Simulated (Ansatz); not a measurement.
# Gallium, fcc under r²SCAN: structure, energy and stiffness

Aim: take gallium in the fcc structure, relax it, solve it on a dense k-mesh, switch on spin-orbit coupling, then scale the cell to 7 volumes from 88 to 112 % of the relaxed one and try a fit of the equation of state. The k-meshes are 13×13×13 for the relaxation; 21×21×21 for the dense run; 13×13×13 for spin-orbit coupling; 15×15×15 for the volumes.

Method: DFT r2SCAN, plane waves (500 eV) with PAW, scalar-relativistic; PBE-made PAW files, in Ansatz 0.2.0.

## (1) The structure to begin with

The structure is cubic, space group Fm-3m (No. 225). The conventional cell has a = 4.280 Å, b = 4.280 Å, c = 4.280 Å, α = 90.00°, β = 90.00°, γ = 90.00°. Ga (site symmetry m-3m) is surrounded by 12 Ga at 3.03 Å.

Coordinates:

```
CELL_PARAMETERS angstrom
0.00000 2.13979 2.13979
2.13979 0.00000 2.13979
2.13979 2.13979 0.00000
ATOMIC_POSITIONS crystal
Ga 0.00000 0.00000 0.00000
```

## (2) Relaxing cell and atoms

File input.yaml:

```yaml
crystal:
  lattice:
    - [0.0, 2.1397919757, 2.1397919757]
    - [2.1397919757, 0.0, 2.1397919757]
    - [2.1397919757, 2.1397919757, 0.0]
  atoms:
    - { symbol: Ga, position: [0.0, 0.0, 0.0] }
hamiltonian:
  xc: r2scan
  pseudopotentials:
    kind: paw
    azcp:
      Ga: "pseudopotentials/Ga.paw.azcp"
basis:
  ecutwfc: 500
  fft_grid_basis: typed
kpoints:
  mp_grid: { grid: [13, 13, 13], shift: [0, 0, 0] }
magnetization:
  spin_polarized: false
scf:
  occupations: { method: fermi_dirac, width: 0.1 }
relax:
  max_steps: 60
  f_tol: 0.01
  cell: {}
```

Command:

```bash
$ ansatz run input.yaml --threads 1 --pin off --max-ram 3584MiB --backend cpu --events-out ev --progress --plain --runs-dir out
```

Further steps of the session: The energy on a finer k-mesh; A two-component run at the same geometry; At 88 % of the relaxed volume; At 92 % of the relaxed volume; At 96 % of the relaxed volume; At 100 % of the relaxed volume; At 104 % of the relaxed volume; At 108 % of the relaxed volume; At 112 % of the relaxed volume.

Before running it: what results should come out? Wanted: space group; conventional cell; volume; shortest distance; gap on the mesh; relative to alpha-Ga; V₀, B₀, B₀′.

The runs gave:

```
                      quantity                         value
space group (spins left aside)               Fm-3m (No. 225)
             conventional cell                   a = 4.154 Å
                        volume                17.922 Å³/atom
             shortest distance                       2.937 Å
               gap on the mesh  none (levels filled in part)
   relative to alpha-Ga (Cmce)                 +138 meV/atom
                   V₀, B₀, B₀′   17.777 Å³/atom, 62 GPa, 5.1
```

**Reading.** The relaxation shrank the cell by 8.5 % in volume. It lies 138 meV/atom above the element's reference form at the same level (alpha-Ga (Cmce), from a run of its own). No gap shows: it is a metal or semimetal at this level. The total energy of the spin-orbit run lies +2.5 eV/atom from the scalar one, but the two kinds of run don't share a zero of energy: only differences within one kind count. B₀ comes out at 62 GPa. Relaxation kept the symmetry; phonons were not checked.
